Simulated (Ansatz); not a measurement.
# Dielectric response of NaH (001) films, part 5 of 5

Aim: the electronic and static ε of rocksalt NaH (001) from films of three thicknesses in a field.

Ansatz 0.2.0; plane-wave DFT, PBE, Ansatz PAW (set soft_1); PAW set soft_1 (the session's first sound run).

So far. Step 26 (Response with the atoms relaxed, 16 atoms, units 8): The induced dipole is that of a conductor 18.22 Å thick. Step 29 (The bulk crystal): The gap is 3.71 eV.

### Step 30. Band edges against the vacuum, levels PBE

This step: plane-wave DFT, PBE, Ansatz PAW (set soft_1); band edges against the vacuum, bulk levels by PBE; PAW set soft_1 (Ansatz 0.2.0).

System of this step: NaH (001), 8 units. The cell holds 16 atoms: 8 Na and 8 H. Its edges and angles: a = 3.451 Å, b = 3.451 Å, c = 35.080 Å, α = 90.0°, β = 90.0°, γ = 90.0°. It derives from NaH (rocksalt NaH). Vacuum lies along c.

The averaged potential in the middle of the thickest slab ties the bulk's levels to the vacuum level.

align.yaml

```yaml
surface:
  bulk: { run: bulk.run }
  slab: { run: end8.run, axis: 3 }
  face: plus
  period: 2.44
```

Launch:

```bash
> ansatz align-bands align.yaml -- --threads 4 --pin off
```

Numbers of over 12 decimals in the logs are rounded to 6 here.

The program printed:

```text
plus face
ionisation energy 4.463 eV
electron affinity 0.749 eV
  bulk: levels by pbe on the potential of pbe; from 16.32 to 18.76 Å its average varies by 0.1577 eV and climbs by -0.0000; the bulk's density to 1.58 % (its layers are strained against the bulk's: take a thicker slab or side, or run the bulk at their strain)
  vacuum: slopes by 0.0000 eV/Å; line-up 4.5255 eV
  the slab's own level stands +0.228 eV from the bulk's
  of the slab's run: its band edges are its mesh's, and a band can turn off it. A run with kpoints.band_path: { path: [VBM, CBM], npoints: 1 } finds the zone's; the potential's macroscopic average varies by 0.1577 eV from 16.320 to 18.760 Å, more than 0.03 eV: the crystal is too thin there to have an interior, or the window reaches out of it, or the period is not the layers'
```

Wall time 0.07 s (4 threads of Intel Xeon Platinum 8259CL at 2.50GHz (Skylake/Cascade Lake), shared host).

Numbers from this step:

| Property | Result |
| --- | --- |
| ionisation energy | 4.463 eV |
| electron affinity | 0.7487 eV |
| slab level shift | 0.2283 eV |

Check by hand: ionisation energy less affinity, 4.46 − (0.75) = 3.71 eV, is the bulk gap at this level.

The program warns that the averaged potential varies by 0.16 eV in the slab's middle, which these edges carry as an error.

### Step 31. The bulk with HSE06, k-mesh 8×8×8

This step: plane-wave DFT, HSE06, Ansatz PAW (set soft_1); PAW set soft_1 (Ansatz 0.2.0).

System of this step: rocksalt NaH. It takes space group Fm-3m (No. 225, cubic). The conventional cell has a = 4.880 Å, b = 4.880 Å, c = 4.880 Å, α = 90.00°, β = 90.00°, γ = 90.00°. Nearest to Na lie 6 H at 2.44 Å. H has 6 Na at 2.44 Å nearest. Farther neighbours are not listed.

A hybrid functional removes part of the gap error, and is affordable in the small bulk cell.

input.yaml

```yaml
crystal:
  lattice:
    - [0.0, 2.44, 2.44]
    - [2.44, 0.0, 2.44]
    - [2.44, 2.44, 0.0]
  atoms:
    - { symbol: Na, position: [0.0, 0.0, 0.0] }
    - { symbol: H, position: [0.5, 0.5, 0.5] }
kpoints:
  mp_grid: { grid: [8, 8, 8] }
hamiltonian:
  xc: hse06
  pseudopotentials: { kind: paw, azcp: { folder: soft_1 } }
scf:
  occupations: { method: fixed }
  convergence: { dr2_threshold: 1.0e-08 }
output:
  eigenvalues: true
checkpoint:
  write: bulk-hse.run
  compress: false
  write_wavefunctions: false
```

Launch:

```bash
> ansatz run input.yaml --threads 4 --pin off --max-ram 8192MiB --backend cpu --events-out ev --progress --plain --runs-dir out
```

The program printed:

```text
[...]
davidson cushion auto → on  (no smearing: the cushion is to keep the highest requested band from converging to the state above it; pin scf.eigensolver.cushion to override)
Crystal: 2 atoms, lattice volume = 29.054 Å³
Basis set: ecut = 420 eV, 537 PW (Γ)
Bands: 9, of which v1, the nominal top of the filled ones, is band 5 counted from 1 (4 counted from 0)
Symmetry: 48 space group operations
[...]
k-points: 29 of 512
[...]
SCF iter   1: F=—  HF=-1502.963270 eV  |F-HF|=—  |Δ(HF+E_count)|=         —  Δρ=5.11e-2  dr2=8.85e-1  ethr=1.00e-1  ⟨swp⟩=6.0  Hψ=994  notcnv=0
[...]
SCF iter   3: F=-1502.679371 eV  HF=-1502.677934 eV  |F-HF|=1.44e-3  |Δ(HF+E_count)|=   6.69e-3  Δρ=2.78e-3  dr2=1.07e-3  ethr=5.38e-4  ⟨swp⟩=3.0  Hψ=697  notcnv=0
SCF 1 stopped early in 3 iterations: F = -1502.679371 eV  dr2 = 1.07e-3
[...]
Exchange kernel: α = 0.2500, screened, ω = 0.2079 Å⁻¹, Wigner–Seitz truncation, v(0) = 1046.9032 eV·Å³, q-mesh 8×8×8, nearest image of the exchange supercell L = 27.61 Å, pair-density grid 15×15×15, without the augmentation charges, whose exchange is taken in its separable form by FFT convolution over the k-point mesh (sized by the pseudopotential files, 20×20×20 at the most), smooth part of the exact exchange by density-matrix convolution
Frozen-core exchange: fock
SCF iter   1: F=—  HF=-1502.899450 eV  |F-HF|=—  |Δ(HF+E_count)|=         —  Δρ=6.70e-3  dr2=6.99e-3  ethr=1.07e-4  ⟨swp⟩=4.1  Hψ=1029  notcnv=0
[...]
SCF iter   5: F=-1502.899921 eV  HF=-1502.899921 eV  |F-HF|=1.06e-8  |Δ(HF+E_count)|=   2.30e-5  Δρ=2.42e-5  dr2=3.89e-7  ethr=6.69e-8  ⟨swp⟩=3.1  Hψ=786  notcnv=0
SCF 2 stopped early in 5 iterations: F = -1502.899921 eV  dr2 = 3.89e-7
hybrid outer 1: dexx = +1.481e-3 eV, tail = 1.07e-5 eV
[...]
Frozen-core exchange: fock
SCF iter   1: F=—  HF=-1502.899841 eV  |F-HF|=—  |Δ(HF+E_count)|=         —  Δρ=8.54e-5  dr2=1.18e-6  ethr=5.36e-7  ⟨swp⟩=2.0  Hψ=639  notcnv=0
[...]
SCF iter   3: F=-1502.899841 eV  HF=-1502.899841 eV  |F-HF|=5.36e-9  |Δ(HF+E_count)|=   8.41e-8  Δρ=5.79e-6  dr2=5.23e-9  ethr=1.77e-11  ⟨swp⟩=4.0  Hψ=1017  notcnv=0
SCF 3 converged in 3 iterations: F = -1502.899841 eV  dr2 = 5.23e-9
hybrid outer 2: dexx = +7.971e-8 eV, tail = 1.53e-8 eV, Δε = 3.34e-3 eV (about 2.36e-4 eV left of the loop's levels)
hybrid SCF converged: 2 outer / 8 inner (+3 warm-up), last move |dexx| = 7.97e-8 eV, tail = 1.53e-8 eV
[...]
Free energy (F): -1502.899841 eV
Frozen-core exchange: fock
[...]
Internal energy: -1502.899841 eV  (E = F + TS)
E sigma→0 (E₀):  -1502.899841 eV
Fermi energy:    -0.138774 eV
[...]
--- Band table (eV; the first three rows and the last of 29) ---
[...]
```

The job ended after 7.7 s (4 threads; peak memory 1.1 GiB; 25 s of CPU time).

Numbers from this step:

```yaml
gap_on_the_k_mesh: 4.745 eV
```

The gap is 4.74 eV.

### Step 32. Band edges against the vacuum, levels HSE06

This step: plane-wave DFT, PBE, Ansatz PAW (set soft_1); band edges against the vacuum, bulk levels by HSE06; PAW set soft_1 (Ansatz 0.2.0).

System of this step: NaH (001), 8 units. The cell holds 16 atoms: 8 Na and 8 H. Cell: a = 3.451 Å, b = 3.451 Å, c = 35.080 Å, α = 90.0°, β = 90.0°, γ = 90.0°. It derives from NaH (rocksalt NaH). Vacuum lies along c.

The same line-up with the hybrid's levels.

align.yaml

```yaml
surface:
  bulk: { run: bulk.run, levels_from: { run: bulk-hse.run } }
  slab: { run: end8.run, axis: 3 }
  face: plus
  period: 2.44
```

Launch:

```bash
> ansatz align-bands align.yaml -- --threads 4 --pin off
```

The program printed:

```text
plus face
ionisation energy 5.199 eV
electron affinity 0.454 eV
  bulk: levels by hse06 on the potential of pbe; from 16.32 to 18.76 Å its average varies by 0.1577 eV and climbs by -0.0000; the bulk's density to 1.58 % (its layers are strained against the bulk's: take a thicker slab or side, or run the bulk at their strain)
  vacuum: slopes by 0.0000 eV/Å; line-up 4.5255 eV
  of the bulk's run: of the levels' run: its band edges are its mesh's, and a band can turn off it. A run with kpoints.band_path: { path: [VBM, CBM], npoints: 1 } finds the zone's; its band edges are of a coarser mesh than the slab's or the interface's, whose density can shift them: a run under levels_from is taken as it is
[...]
```

Run time: 0.1 s. Hardware: 4 threads.

This step gave:

* ionisation energy: 5.199 eV
* electron affinity: 0.4541 eV

Check by hand: ionisation energy less affinity, 5.20 − (0.45) = 4.74 eV, is the bulk gap at this level.

The program warns that the averaged potential varies by 0.16 eV in the slab's middle, which these edges carry as an error.

### Step 33. A changed input: scf.mixing.preconditioner = "kerker_dos"

This step: plane-wave DFT, PBE, Ansatz PAW (set soft_1) (Ansatz 0.2.0).

System of this step: NaH (001), 3 units. The cell holds 6 atoms: 3 Na and 3 H. Its edges and angles: a = 3.451 Å, b = 3.451 Å, c = 22.880 Å, α = 90.0°, β = 90.0°, γ = 90.0°. It derives from NaH (rocksalt NaH). Vacuum lies along c.

A run with a changed input: it repeats the earlier run at 0.1 V/Å, 3 units with scf.mixing.preconditioner to kerker_dos.

input.yaml

```yaml
crystal:
  lattice:
    - [3.45068109, 0.0, 0.0]
    - [0.0, 3.45068109, 0.0]
    - [0.0, 0.0, 22.88]
  atoms:
    - { symbol: Na, position: [0.5, 0.5, 0.3957770368] }
    - { symbol: H, position: [0.0, 0.0, 0.3945888887] }
    - { symbol: Na, position: [0.0, 0.0, 0.4999999562] }
    - { symbol: H, position: [0.5, 0.5, 0.4999999882] }
    - { symbol: Na, position: [0.5, 0.5, 0.6042229329] }
    - { symbol: H, position: [0.0, 0.0, 0.6054111972] }
kpoints:
  mp_grid: { grid: [8, 8, 1] }
hamiltonian:
  xc: pbe
  pseudopotentials: { kind: paw, azcp: { folder: soft_1 } }
scf:
  occupations: { method: fixed }
  convergence: { dr2_threshold: 1.0e-10 }
  mixing: { preconditioner: kerker_dos }
efield:
  axis: 3
  dipole_correction: true
  ramp_position: 0.9696
  ramp_width: 0.0608
  amplitude: 0.1
output:
  write_potential: true
  write_density: true
  volumetric_format: npy
```

Launch:

```bash
> ansatz run input.yaml --threads 4 --pin off --max-ram 8192MiB --backend cpu --events-out ev --progress --plain --runs-dir out
```

The program printed:

```text
[...]
Crystal: 6 atoms, lattice volume = 272.437 Å³
Basis set: ecut = 420 eV, 5297 PW (Γ)
Bands: 21, of which v1, the nominal top of the filled ones, is band 15 counted from 1 (14 counted from 0)
Symmetry: 8 space group operations
k-points: 15 of 64
[...]
SCF iter   1: F=—  HF=-4509.562441 eV  |F-HF|=—  |Δ(HF+E_count)|=         —  Δρ=3.50e-2  dr2=4.88e0  ethr=3.10e-3  p=0.051 e·Å  D=3.41e-2 V/Å  ΔV_dip=-0.78 eV  dr2_dipole=6.63e-4  V_vac-E_F(+/−)=9.62/8.31 eV  ⟨swp⟩=5.8  Hψ=1300  notcnv=0  defer=55
[...]
SCF iter  40: F=-4507.732655 eV  HF=-4507.732655 eV  |F-HF|=2.09e-11  |Δ(HF+E_count)|=   1.35e-8  Δρ=3.13e-8  dr2=2.22e-11  ethr=1.00e-12  p=0.037 e·Å  D=2.43e-2 V/Å  ΔV_dip=-0.56 eV  dr2_dipole=1.00e-11  V_vac-E_F(+/−)=4.89/3.35 eV  ⟨swp⟩=3.7  Hψ=1038  notcnv=0
SCF 1 converged in 40 iterations: F = -4507.732655 eV  dr2 = 2.22e-11
[...]
SCF converged after 40 iterations
[...]
an eigenvalue changed by more than its tolerance at an iteration that met the thresholds in force, so the SCF went on 2 times, its first undamped step at iteration 39: the last check found none over its tolerance
Free energy (F): -4507.732655 eV
[...]
Internal energy: -4507.732655 eV  (E = F + TS)
E sigma→0 (E₀):  -4507.732655 eV
Fermi energy:    -2.537827 eV
Dipole field:    D = 0.024310 V/Å  (p = 0.036600 e·Å, saw-weighted, corrected)
Work function:   not extracted (applied field tilts the vacuum); planar V_es + V_field profile in the machine report
[...]
--- Band table (eV; the first three rows and the last of 15) ---
  k-point 0: bands = [... 11 lower, -24.9000, -5.9469, -4.8575, -3.5846, 0.4824, 0.9872, 1.5832, 2.4470, ... 2 higher]
  k-point 1: bands = [... 11 lower, -24.8995, -5.7766, -4.7056, -3.4860, 0.6587, 1.1468, 1.7601, 2.6353, ... 2 higher]
  k-point 2: bands = [... 11 lower, -24.8982, -5.2858, -4.2846, -3.2714, 1.1262, 1.5442, 2.2568, 2.9073, ... 2 higher]
  k-point 14: bands = [... 11 lower, -24.9076, -2.9086, -2.7186, -2.5378, 2.1444, 2.1444, 3.3027, 3.3027, ... 2 higher]
```

It took 7.8 s on 4 threads; peak memory 0.48 GiB; 29 s of CPU time.

Numbers from this step:

```yaml
gap_on_the_k_mesh: 3.020 eV
dipole_along_the_normal: 0.03660 e·Å
```

```csv
quantity,this run,earlier run,difference
dipole along the normal (e·Å),0.03660,0.03660,-3.5e-6
gap on the k-mesh (eV),3.020,3.020,1.8e-5
```

Nothing in the table moves by 0.01 in its unit (for the dipole 0.5 % and 5e-5 e·Å). The run took 40 SCF cycles against 11.

### Step 34. Varying the input: hamiltonian.xc = "r2scan"

This step: plane-wave DFT, PBE, Ansatz PAW (set soft_1), but for the change named below (Ansatz 0.2.0).

Another changed input: it repeats the earlier run at 0.1 V/Å, 3 units with hamiltonian.xc from pbe to r2scan.

input.yaml: that of step 33 with these lines changed.

```diff
@@ -15,3 +15,3 @@
 hamiltonian:
-  xc: pbe
+  xc: r2scan
   pseudopotentials: { kind: paw, azcp: { folder: soft_1 } }
@@ -20,3 +20,2 @@
   convergence: { dr2_threshold: 1.0e-10 }
-  mixing: { preconditioner: kerker_dos }
 efield:
```

The program printed:

```text
[...]
Crystal: 6 atoms, lattice volume = 272.437 Å³
Basis set: ecut = 500 eV, 6891 PW (Γ), exchange–correlation on 108×108×720 points (64 copies of the dense FFT grid, shifted against one another)
Bands: 21, of which v1, the nominal top of the filled ones, is band 15 counted from 1 (14 counted from 0)
Symmetry: 8 space group operations
k-points: 15 of 64
[...]
SCF iter   1: F=—  HF=-4516.430932 eV  |F-HF|=—  |Δ(HF+E_count)|=         —  Δρ=3.33e-2  dr2=4.55e0  dr2_τ=1.53e-2  ethr=3.10e-3  p=-0.000 e·Å  D=-6.60e-13 V/Å  ΔV_dip=0.00 eV  dr2_dipole=1.18e-3  V_vac-E_F(+/−)=10.02/7.93 eV  ⟨swp⟩=5.1  Hψ=1246  notcnv=0  defer=56
[...]
SCF iter  11: F=-4515.026172 eV  HF=-4515.026172 eV  |F-HF|=9.19e-11  |Δ(HF+E_count)|=   1.38e-9  Δρ=7.50e-8  dr2=8.84e-12  dr2_τ=9.54e-13  ethr=1.00e-12  p=0.035 e·Å  D=2.34e-2 V/Å  ΔV_dip=-0.54 eV  dr2_dipole=2.10e-14  V_vac-E_F(+/−)=5.10/3.56 eV  ⟨swp⟩=4.1  Hψ=881  notcnv=0
SCF 1 converged in 11 iterations: F = -4515.026172 eV  dr2 = 8.84e-12
[...]
SCF converged after 11 iterations
[...]
Free energy (F): -4515.026172 eV
[...]
Internal energy: -4515.026172 eV  (E = F + TS)
E sigma→0 (E₀):  -4515.026172 eV
Fermi energy:    -2.777638 eV
Dipole field:    D = 0.023442 V/Å  (p = 0.035293 e·Å, saw-weighted, corrected)
Work function:   not extracted (applied field tilts the vacuum); planar V_es + V_field profile in the machine report
[...]
--- Band table (eV; the first three rows and the last of 15) ---
  k-point 0: bands = [... 11 lower, -25.8761, -6.1686, -5.0653, -3.8082, 0.7669, 1.2988, 1.6905, 2.5860, ... 2 higher]
  k-point 1: bands = [... 11 lower, -25.8756, -5.9968, -4.9138, -3.7135, 0.9496, 1.4722, 1.8614, 2.7784, ... 2 higher]
  k-point 2: bands = [... 11 lower, -25.8743, -5.5032, -4.4978, -3.5122, 1.4429, 1.9098, 2.3491, 3.2333, ... 2 higher]
  k-point 14: bands = [... 11 lower, -25.8817, -3.1678, -2.9663, -2.7776, 2.4355, 2.4355, 3.6595, 3.6595, ... 2 higher]
```

Run time: 9.6 s. Hardware: 4 threads; peak memory 0.97 GiB; 35 s of CPU time.

Numbers from this step:

* gap on the k-mesh: 3.545 eV
* dipole along the normal: 0.03529 e·Å

```csv
quantity,this run,earlier run,difference
dipole along the normal (e·Å),0.03529,0.03660,-0.0013
gap on the k-mesh (eV),3.545,3.020,0.52
```

What moves beyond 0.01 in its unit (for the dipole 0.5 % and 5e-5 e·Å): gap on the k-mesh (+0.524 eV) and dipole along the normal (-0.00131 e·Å).

### Step 35. Outcome

```json
{
  "electronic ε from the thickness series": "3.10",
  "static ε from the thickness series": "9.23",
  "local electronic ε, middle of 8 units": "3.10",
  "ionisation energy, levels by PBE": "4.46 eV",
  "electron affinity, levels by PBE": "0.749 eV",
  "ionisation energy, levels by HSE06": "5.20 eV",
  "electron affinity, levels by HSE06": "0.454 eV"
}
```

**Reading.** The films give an electronic ε of 3.10 and a static ε of 9.23. The slope of the series and the field inside the thickest film give 3.10 and 3.10, in agreement. Ions raise ε from 3.10 to 9.23. HSE06 levels deepen the valence edge by 0.74 eV on the same PBE surface dipole. The alignment warns that the averaged potential still varies by 0.16 eV in the slab's middle, which the band edges carry as an error. The in-plane lattice constants are held at typed bulk values. Semilocal functionals tend to overestimate the electronic ε a little.

[Logs are printed without paths, hosts, clocks, repeated set-up lines and the standing remarks that a program may print on its own settings, such as how far it seeks lower states.]

[Hosts, paths, dates, database ids (printed as entryN), source tags and the programs' standing remarks are cut or masked in the printed files.]

[Maps of the electrostatic potential energy from Ansatz leave out the sawtooth potential of an applied field or a dipole correction, so their vacuum need not be flat; planar profiles and work functions include it.]
